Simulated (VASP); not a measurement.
# Ti3Se (P-6m2) in VASP: single point with PBE

Aim: the single point of Ti3Se with PBE.

Everything below comes from runs of VASP 6.6.1. Logs are shortened: lines on timing, memory, paths and dates and some standing lists are left out, and cuts for length are marked.

**1. The crystal as given**

Symmetry: P-6m2, No. 187, hexagonal system. Conventional cell: a = 3.197 Å, b = 3.197 Å, c = 7.943 Å, α = 90.00°, β = 90.00°, γ = 120.00°. Se (site symmetry -6m2) is surrounded by 6 Ti at 2.58 Å. Ti (site symmetry -6m2) has 12 Ti at 2.85 to 3.20 Å as nearest neighbours. Around Ti (site symmetry 3m) lie 3 Se at 2.58 Å and 3 Ti at 2.85 Å.

The cell comes from a database or a generator and needn't be the stable form of this composition.

**2. Single point, PBE**

INCAR

```
PREC     = Accurate       # precision mode
ENCUT    = 500            # plane-wave cutoff, eV
EDIFF    = 1E-6           # SCF threshold, eV
ISMEAR   = 0              # smearing method
SIGMA    = 0.02           # smearing width, eV
LREAL    = False          # projectors in reciprocal space
LASPH    = True           # aspherical terms in the spheres
NELM     = 60             # most SCF steps
ALGO     = Normal         # electronic algorithm
ISIF     = 2              # what is computed and relaxed
LWAVE    = False          # write WAVECAR
LCHARG   = True           # write CHGCAR
GGA      = PE             # functional
LELF     = True           # ELF
LVHAR    = True
```

KPOINTS

```
Automatic mesh
0
Gamma
  5 5 2
```

POSCAR

```
Ti3Se
1.0
    3.1974455988      0.0000000000      0.0000000000
   -1.5987227994      2.7690691158      0.0000000000
    0.0000000000      0.0000000000      7.9427450000
Se Ti
1 3
Direct
    0.0000000000      0.0000000000      0.0000000000
    0.6666666667      0.3333333333      0.5000000000
    0.3333333333      0.6666666667      0.7729020000
    0.3333333333      0.6666666667      0.2270980000
```

Potentials or basis: VASP PAW PBE potentials, release 64 (Se_GW, Ti_sv_GW).

Started as:

```
$ cat potpaw_PBE.64/Se_GW/POTCAR potpaw_PBE.64/Ti_sv_GW/POTCAR > POTCAR
$ mpirun -np 1 vasp_std > vasp.out
```

OUTCAR:

```text
PREC = Accurate
   ENCUT = 500
   EDIFF = 1E-6
   ISMEAR = 0
   LREAL = False
   LASPH = True
   NELM = 60
   ISIF = 2
   GGA = PE

 ion  position               nearest neighbor table
   1  0.000  0.000  0.000-   3 2.58   4 2.58   3 2.58   4 2.58   3 2.58   4 2.58
   2  0.667  0.333  0.500-
   3  0.333  0.667  0.773-   1 2.58   1 2.58   1 2.58
   4  0.333  0.667  0.227-   1 2.58   1 2.58   1 2.58

  LATTYP: Found a hexagonal cell.
 ALAT       =     3.1974455988
 C/A-ratio  =     2.4840907389

  Lattice vectors:

 A1 = (   3.1974455988,   0.0000000000,   0.0000000000)
 A2 = (  -1.5987227994,   2.7690691158,   0.0000000000)
 A3 = (   0.0000000000,   0.0000000000,   7.9427450000)

Analysis of symmetry for initial positions (statically):
=====================================================================
 Subroutine PRICEL returns:
 Original cell was already a primitive cell.

 Routine SETGRP: Setting up the symmetry group for a
 hexagonal supercell.

 Subroutine GETGRP returns: Found 12 space group operations
 (whereof 12 operations were pure point group operations)
 out of a pool of 24 trial point group operations.

The static configuration has the point symmetry D_3h.

Analysis of symmetry for dynamics (positions and initial velocities):
=====================================================================
 Subroutine PRICEL returns:
 Original cell was already a primitive cell.

 Routine SETGRP: Setting up the symmetry group for a
 hexagonal supercell.

 Subroutine GETGRP returns: Found 12 space group operations
 (whereof 12 operations were pure point group operations)
 out of a pool of 24 trial point group operations.

The dynamic configuration has the point symmetry D_3h.

 Subroutine INISYM returns: Found 12 space group operations
 (whereof 12 operations are pure point group operations),
 and found     1 'primitive' translations

----------------------------------------------------------------------------------------

                                     Primitive cell

  volume of cell :      70.3247

  direct lattice vectors                    reciprocal lattice vectors
     3.197445599  0.000000000  0.000000000     0.312749653  0.180566096  0.000000000
    -1.598722799  2.769069116  0.000000000     0.000000000  0.361132192  0.000000000
     0.000000000  0.000000000  7.942745000     0.000000000  0.000000000  0.125901058

  length of vectors
     3.197445599  3.197445599  7.942745000     0.361132192  0.361132192  0.125901058

  position of ions in fractional coordinates (direct lattice)
     0.000000000  0.000000000  0.000000000
     0.666666667  0.333333333  0.500000000
     0.333333333  0.666666667  0.772902000
     0.333333333  0.666666667  0.227098000

  ion indices of the primitive-cell ions
   primitive index   ion index
                 1           1
                 2           2
                 3           3
                 4           4

----------------------------------------------------------------------------------------

 KPOINTS: Automatic mesh

Automatic generation of k-mesh.
 Grid dimensions read from file:
 generate k-points for:    5    5    2

 Generating k-lattice:

  Cartesian coordinates                     Fractional coordinates (reciprocal lattice)
     0.062549931  0.036113219  0.000000000     0.200000000 -0.000000000  0.000000000
     0.000000000  0.072226438  0.000000000     0.000000000  0.200000000  0.000000000
     0.000000000  0.000000000  0.062950529     0.000000000  0.000000000  0.500000000

  Length of vectors
     0.072226438  0.072226438  0.062950529

  Shift w.r.t. Gamma in fractional coordinates (k-lattice)
     0.000000000  0.000000000  0.000000000

 Subroutine IBZKPT returns following result:
 ===========================================

 Found     10 irreducible k-points:

 Following reciprocal coordinates:
            Coordinates               Weight
  0.000000  0.000000  0.000000      1.000000
  0.200000  0.000000  0.000000      6.000000
  0.400000  0.000000  0.000000      6.000000
  0.200000  0.200000  0.000000      6.000000
  0.400000  0.200000  0.000000      6.000000
  0.000000  0.000000  0.500000      1.000000
  0.200000  0.000000  0.500000      6.000000
  0.400000  0.000000  0.500000      6.000000
  0.200000  0.200000  0.500000      6.000000
  0.400000  0.200000  0.500000      6.000000
   k-points           NKPTS =     10   k-points in BZ     NKDIM =     10   number of bands    NBANDS=     25
   number of dos      NEDOS =    301   number of ions     NIONS =      4
   total plane-waves  NPLWV =  34560
   dimension x,y,z NGX =    24 NGY =   24 NGZ =   60
   dimension x,y,z NGXF=    48 NGYF=   48 NGZF=  120
   ions per type =               1   3
   NGX,Y,Z   is equivalent  to a cutoff of  12.48, 12.48, 12.56 a.u.
   NGXF,Y,Z  is equivalent  to a cutoff of  24.96, 24.96, 25.12 a.u.
 SYSTEM =  unknown system
   PREC   = accura    normal or accurate (medium, high low for compatibility)
   ISTART =      0    job   : 0-new  1-cont  2-samecut
   ICHARG =      2    charge: 1-file 2-atom 10-const
   ISPIN  =      1    spin polarized calculation?
   LNONCOLLINEAR =      F non collinear calculations
   LSORBIT =      F    spin-orbit coupling
   LASPH  =      T    aspherical Exc in radial PAW
   ENCUT  =  500.0 eV  36.75 Ry    6.06 a.u.   5.83  5.83 14.48*2*pi/ulx,y,z
   NELM   =     60;   NELMIN=  2; NELMDL= -5     # of ELM steps
   EDIFF  = 0.1E-05   stopping-criterion for ELM
   LREAL  =      F    real-space projection
   EDIFFG = 0.1E-04   stopping-criterion for IOM
   NSW    =      0    number of steps for IOM
   IBRION =     -1    ionic relax: 0-MD 1-quasi-New 2-CG
   NFREE  =      0    steps in history (QN), initial steepest desc. (CG)
   ISIF   =      2    stress and relaxation
   ISYM   =      2    0-nonsym 1-usesym 2-fastsym
   POTIM  = 0.5000    time-step for ionic-motion
   TEBEG  =    0.0;   TEEND  =   0.0 temperature during run
   PSTRESS=    0.0 pullay stress
   NELECT =      42.0000    total number of electrons
   NUPDOWN=      -1.0000    fix difference up-down
   EMIN   =  10.00;   EMAX   =-10.00  energy-range for DOS
   EFERMI =   0.00;   METHOD = LEGACY
   ISMEAR =     0;   SIGMA  =   0.02  broadening in eV -4-tet -1-fermi 0-gaus
   EFERMI_NEDOS =   21; number of points for ismear=-14 and -15
   IALGO  =     38    algorithm
   IMIX   =      4    mixing-type and parameters
     AMIX     =   0.40;   BMIX     =  1.00
     AMIX_MAG =   1.60;   BMIX_MAG =  1.00
  volume/ion in A,a.u.               =      17.58       118.64
  Fermi-wavevector in a.u.,A,eV,Ry     =   1.378654  2.605279 25.860428  1.900688
  Thomas-Fermi vector in A             =   2.503696
   LORBIT       =      0    0 simple, 1 ext, 2 COOP (PROOUT), +10 PAW based schemes
   GGA     = PE    functional components
   LHFCALC =     F    Hartree Fock is set to
   AEXX    =    0.0000 exact exchange contribution
   IVDW    =     0    specifies the selected vdW correction
   LEPSILON=     F    determine dielectric tensor
   LRPA    =     F    only Hartree local field effects (RPA)
 non-spin polarized calculation
 Gauss-broadening in eV      SIGMA  =   0.02
  energy-cutoff  :      500.00
  volume of cell :       70.32
 maximum number of plane-waves:      1811
 NGX is ok and might be reduce to    24
   NGX = 11   NGY = 11   NGZ = 29

 number of electron      41.9999990 magnetization

 Free energy of the ion-electron system (eV)
  ---------------------------------------------------
  ext. energy  EPLUGINS =         0.00000000
  ---------------------------------------------------
  free energy    TOTEN  =       -35.53387155 eV

  energy without entropy =      -35.53263681  energy(sigma->0) =      -35.53325418

 E-fermi :   7.9249     XC(G=0): -11.3623

 val. band max:        7.9187702801   @ k =   0.4000   0.2000   0.0000
 cond. band min:       8.1473332833   @ k =   0.4000   0.2000   0.5000
 fundamental gap:      0.2285630032
 Fermi energy:         7.9248636676

 k-point     1 :       0.0000    0.0000    0.0000
  band No.  band energies     occupation
      1     -48.9913      2.00000
      2     -48.9723      2.00000
      3     -48.8095      2.00000
      4     -25.4839      2.00000
      5     -25.3903      2.00000
      6     -25.0946      2.00000
[... 17 lines left out ...]
     24       8.9869      0.00000
     25       9.1726      0.00000

 k-point     2 :       0.2000    0.0000    0.0000
  band No.  band energies     occupation
      1     -48.9774      2.00000
      2     -48.9632      2.00000
      3     -48.8058      2.00000
      4     -25.4458      2.00000
      5     -25.3990      2.00000
      6     -25.1779      2.00000
[... 17 lines left out ...]
     24       8.8684      0.00000
     25       8.8952      0.00000

 k-point     3 :       0.4000    0.0000    0.0000
  band No.  band energies     occupation
      1     -48.9541      2.00000
      2     -48.9487      2.00000
      3     -48.8006      2.00000
      4     -25.4277      2.00000
      5     -25.3908      2.00000
      6     -25.2971      2.00000
[... 17 lines left out ...]
     24       8.7961      0.00000
     25      10.3286      0.00000

 k-point     4 :       0.2000    0.2000    0.0000
  band No.  band energies     occupation
      1     -48.9586      2.00000
      2     -48.9514      2.00000
      3     -48.8015      2.00000
      4     -25.4147      2.00000
      5     -25.3923      2.00000
      6     -25.2664      2.00000
[... 17 lines left out ...]
     24       8.8548      0.00000
     25       9.4531      0.00000
[... 85 lines left out ...]
 k-point     8 :       0.4000    0.0000    0.5000
  band No.  band energies     occupation
      1     -48.9523      2.00000
      2     -48.9504      2.00000
      3     -48.8005      2.00000
      4     -25.4072      2.00000
      5     -25.4042      2.00000
      6     -25.3162      2.00000
[... 17 lines left out ...]
     24       9.0210      0.00000
     25       9.1694      0.00000

 k-point     9 :       0.2000    0.2000    0.5000
  band No.  band energies     occupation
      1     -48.9569      2.00000
      2     -48.9532      2.00000
      3     -48.8014      2.00000
      4     -25.4129      2.00000
      5     -25.3877      2.00000
      6     -25.2813      2.00000
[... 17 lines left out ...]
     24       8.9883      0.00000
     25       9.2941      0.00000

 k-point    10 :       0.4000    0.2000    0.5000
  band No.  band energies     occupation
      1     -48.9458      2.00000
      2     -48.9450      2.00000
      3     -48.7991      2.00000
      4     -25.4030      2.00000
      5     -25.3704      2.00000
      6     -25.3231      2.00000
[... 17 lines left out ...]
     24       9.3550      0.00000
     25       9.6196      0.00000

------------------------ aborting loop because EDIFF is reached ----------------------------------------

  FORCE on cell =-STRESS in cart. coord.  units (eV):
  Direction    XX          YY          ZZ          XY          YZ          ZX
  --------------------------------------------------------------------------------------
  -------------------------------------------------------------------------------------
  Total       -0.0830412     -0.0830412     -0.6012924      0.0000000      0.0000000      0.0000000
  in kB       -1.8918942     -1.8918942    -13.6989962      0.0000000      0.0000000      0.0000000
  external PRESSURE =      -5.8275949 kB  Pullay stress =       0.0000000 kB

 VOLUME and BASIS-vectors are now :
 -----------------------------------------------------------------------------
  energy-cutoff  :      500.00
  volume of cell :       70.32
      direct lattice vectors                 reciprocal lattice vectors
     3.197445599  0.000000000  0.000000000     0.312749653  0.180566096  0.000000000
    -1.598722799  2.769069116  0.000000000     0.000000000  0.361132192  0.000000000
     0.000000000  0.000000000  7.942745000     0.000000000  0.000000000  0.125901058

 POSITION                                       TOTAL-FORCE (eV/Angst)
 -----------------------------------------------------------------------------------
      0.00000      0.00000      0.00000        -0.000000      0.000000     -0.000000
      1.59872      0.92302      3.97137        -0.000000      0.000000     -0.000000
     -0.00000      1.84605      6.13896         0.000000     -0.000000     -0.029454
     -0.00000      1.84605      1.80378         0.000000     -0.000000      0.029454
 -----------------------------------------------------------------------------------
    total drift:                                0.000001     -0.000000     -0.000000

  FREE ENERGIE OF THE ION-ELECTRON SYSTEM (eV)
  ---------------------------------------------------
  free  energy   TOTEN  =       -35.5338715497 eV

  energy  without entropy=      -35.5326368126  energy(sigma->0) =      -35.53325418
```

It took 40 s on 1 thread of Intel Xeon Platinum 8488C (Sapphire Rapids), shared host; peak memory 0.19 GiB.

Results:

| Property | Result |
| --- | --- |
| Free energy | -35.5339 eV |
| Pressure | -0.6 GPa |
| Largest force | 0.029 eV/Å |
| Band gap on the k mesh | none (metal or under the smearing width) |

Forces in eV/Å, atoms in the order of the input:
```
Se   0.000  0.000  0.000
Ti   0.000  0.000  0.000
Ti   0.000  0.000 -0.029
Ti   0.000  0.000  0.029
```

Caveat: the k mesh is coarse (spacing up to 0.45 Å⁻¹), so the values aren't converged.
